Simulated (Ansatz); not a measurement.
# Ba3Ge: the cost of one run

Computed with Ansatz 0.2.0 (DFT PBE, scalar-relativistic, plane waves, PAW, unless a step's input says otherwise).

### Step 1. Starting point

Symmetry: Pm-3n, No. 223, cubic system. Conventional cell: a = 6.471 Å, b = 6.471 Å, c = 6.471 Å, α = 90.00°, β = 90.00°, γ = 90.00°. Around Ba (site symmetry -4m2) lie 2 Ba at 3.24 Å and 4 Ge at 3.62 Å. Ge (site symmetry m-3) has 12 Ba at 3.62 Å as nearest neighbours.

As a file:

```cif
data_structure
_symmetry_space_group_name_H-M 'Pm-3n'
_symmetry_Int_Tables_number 223
_cell_length_a 6.4709
_cell_length_b 6.4709
_cell_length_c 6.4709
_cell_angle_alpha 90.000
_cell_angle_beta 90.000
_cell_angle_gamma 90.000
_cell_volume 270.95
loop_
_atom_site_label
_atom_site_type_symbol
_atom_site_symmetry_multiplicity
_atom_site_Wyckoff_symbol
_atom_site_fract_x
_atom_site_fract_y
_atom_site_fract_z
_atom_site_occupancy
Ba1 Ba 6 c 0.00000 0.50000 0.25000 1
Ge1 Ge 2 a 0.00000 0.00000 0.00000 1
```

This is candidate A: A15 type (Pm-3n, No. 223).

(A quick probe on a coarse mesh, which set the mesh and smearing, is not shown.)

### Step 3. The relaxation (candidate A)

File input.yaml:

```yaml
crystal:
  lattice:
    - [6.4709122235, 0.0, 0.0]
    - [0.0, 6.4709122235, 0.0]
    - [0.0, 0.0, 6.4709122235]
  atoms:
    - { symbol: Ba, position: [0.0, 0.5, 0.25] }
    - { symbol: Ba, position: [0.0, 0.5, 0.75] }
    - { symbol: Ba, position: [0.25, 0.0, 0.5] }
    - { symbol: Ba, position: [0.75, 0.0, 0.5] }
    - { symbol: Ba, position: [0.5, 0.75, 0.0] }
    - { symbol: Ba, position: [0.5, 0.25, 0.0] }
    - { symbol: Ge, position: [0.0, 0.0, 0.0] }
    - { symbol: Ge, position: [0.5, 0.5, 0.5] }
basis:
  ecutwfc: 420
kpoints:
  mp_grid: { grid: [6, 6, 6] }
hamiltonian:
  xc: pbe
scf:
  occupations: { method: gaussian, width: 0.1 }
output:
  forces: true
  stress: true
  eigenvalues: true
relax:
  adjacent_minimum: "off"
  f_tol: 0.01
  max_steps: 80
  cell: { stress_tol: 0.05 }
```

The run is started by

```
$ ansatz run input.yaml --threads 1 --pin off --max-ram 2560MiB --backend cpu --events-out ev --progress --plain --runs-dir out
```

**Question.** How long does this run take on 1 thread of Arm Neoverse N1, shared host, and how much memory does it need?

About 3.6 min, with a peak of 0.64 GiB.
